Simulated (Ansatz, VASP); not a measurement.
**Cd: VASP beside Ansatz**

File INCAR:

```
SYSTEM = Cd
PREC = Accurate
ENCUT = 520
EDIFF = 1E-7
ISMEAR = 1
SIGMA = 0.05
LREAL = .False.
LASPH = .True.
NELM = 150
ALGO = Normal
ISIF = 2
LWAVE = .False.
LCHARG = .False.
LNONCOLLINEAR = .True.
MAGMOM = 0 0 0.5
LORBIT = 11
LSORBIT = .True.
GGA_COMPAT = .False.
LORBMOM = .True.
GGA = PS
IVDW = 13
NBANDS = 23
```

Contents of KPOINTS:

```
regular mesh
0
Gamma
  8 8 8
  0 0 0
```

Contents of POSCAR:

```
Cd
1.0
    0.0000000000      2.2032623904      2.2032623904
    2.2032623904      0.0000000000      2.2032623904
    2.2032623904      2.2032623904      0.0000000000
Cd
1
Direct
    0.0000000000      0.0000000000      0.0000000000
```

File input.yaml:

```yaml
crystal:
  lattice:
    - [0.0, 2.2032623904, 2.2032623904]
    - [2.2032623904, 0.0, 2.2032623904]
    - [2.2032623904, 2.2032623904, 0.0]
  atoms:
    - { symbol: Cd, position: [0.0, 0.0, 0.0], spin: 0.5, spin_axis: [0.0, 0.0, 1.0] }
kpoints:
  mp_grid: { grid: [8, 8, 8] }
scf:
  occupations: { method: methfessel_paxton, width: 0.05 }
hamiltonian:
  xc: pbesol
  dispersion: d4
  pseudopotentials: { kind: all_electron, lapw: { basis_error: 0.001 } }
magnetization:
  noncollinear: true
  spin_orbit: true
output:
  forces: true
  stress: true
  eigenvalues: true
```

Change from the starting cell: volume scaled by 0.98.

Alike in both runs: task single point; functional PBEsol; dispersion D4; k mesh 8 × 8 × 8; occupations methfessel-paxton of order 1, width 0.05 eV; non-collinear spin, spin-orbit coupling.

|  | VASP | Ansatz |
| --- | --- | --- |
| version | VASP 6.6.1 | Ansatz 0.2.0 |
| potentials or method | VASP PAW PBE potentials, release 64 (Cd) | all-electron LAPW, relativistic spinors |
| plane-wave cutoff (eV) | 520 | see its input |

|  | VASP | Ansatz | Ansatz less VASP |
| --- | --- | --- | --- |
| gap on the k mesh at the Fermi level (eV) | none | none | - |
| pressure (GPa) | -2.6 | -2.9 | -0.38 |
| net moment per atom (μB) | 0.00 | 0.00 | 0.000 |
| dispersion energy (meV/atom) | -238.5 | -238.6 | -0.16 |

A gap of «none» marks a metal or a gap that the smearing closes. Ansatz ran all-electron here, so the differences hold the error of VASP's frozen core and of both bases.

Caveats: the PAW data sets were made with another functional, which shifts forces and pressure a little (VASP); the k mesh is thin for a metal, which can move the energy by tens of meV per atom (Ansatz); pairwise dispersion overbinds metals, which lowers pressure and volume (Ansatz); the starting moments weren't kept (Ansatz).
